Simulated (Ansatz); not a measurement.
An Ansatz input and the part of its output that reports the observables at the nuclei.

The cell is a Materials Project structure (computed, not necessarily an observed phase), taken as it stands.

```yaml
crystal:
  lattice:
    - [-2.62333646, 4.776753505, 4.441674725]
    - [2.62333646, -4.776753505, 4.441674725]
    - [2.62333646, 4.776753505, -4.441674725]
  atoms:
    - { symbol: Si, position: [0.9295488, 0.84494489, 0.08460391] }
    - { symbol: Si, position: [0.73965902, 0.15505511, 0.58460391] }
    - { symbol: Si, position: [0.0704512, 0.15505511, 0.91539609] }
    - { symbol: Si, position: [0.26034098, 0.84494489, 0.41539609] }
    - { symbol: O, position: [0.13068887, 0.88068887, 0.25] }
    - { symbol: O, position: [0.86931113, 0.11931113, 0.75] }
    - { symbol: O, position: [0.79317541, 0.5, 0.79317541] }
    - { symbol: O, position: [0.20682459, 0.0, 0.70682459] }
    - { symbol: O, position: [0.20682459, 0.5, 0.20682459] }
    - { symbol: O, position: [0.79317541, 0.0, 0.29317541] }
    - { symbol: O, position: [0.0, 0.0, 0.0] }
    - { symbol: O, position: [0.5, 0.0, 0.5] }
kpoints:
  mp_grid: { grid: [5, 5, 5] }
scf:
  occupations: { method: fermi_dirac, width: 0.02 }
hamiltonian:
  xc: pbe
  pseudopotentials: { kind: paw, frozen_core: stored }
output:
  forces: true
  stress: true
  populations: true
  efg: { quadrupole_moments_barn: { O: -0.02558 } }
```

```sh
ansatz run input.yaml --threads 1 --pin off --max-ram 3072MiB --backend cpu --events-out ev --progress --plain --runs-dir out
```

Of the output, the block on the nuclei alone is shown; the set-up, the SCF iterations, energies, forces and stress are cut. One atom of each set with nearly equal values is shown.

```
--- PAW observables at the nuclei: V_zz in 10²¹ V/m², potentials from the cell's mean, atoms counted from 1 ---
  atom   1  Si V_zz =    +0.716312   η = 0.0385   by run symmetry: allowed
            electrostatic potential = -1351.460765 V   contact ρ = none
  atom   5  O  V_zz =   +10.028482   η = 0.0731   by run symmetry: allowed   C_q = -6.2028 MHz
            electrostatic potential = -615.832716 V   contact ρ = none
  atom   7  O  V_zz =    +9.940189   η = 0.1050   by run symmetry: allowed   C_q = -6.1482 MHz
            electrostatic potential = -615.878129 V   contact ρ = none
  atom  11  O  V_zz =   +10.706606   η = 0.0138   by run symmetry: allowed   C_q = -6.6223 MHz
            electrostatic potential = -615.845995 V   contact ρ = none
```

Hardware: 1 thread of AMD EPYC 9R14 (Zen 4) (x86_64; 16 cores open to the job, memory cap 3.0 GiB, no GPU), a shared host with a load of 0.2 a core. Wall time 9.3 s, CPU time 9.2 s, peak memory 0.57 GiB.

The largest force is 0.3 eV/Å, so the atoms aren't at the calculated equilibrium and relaxing them would move these values.
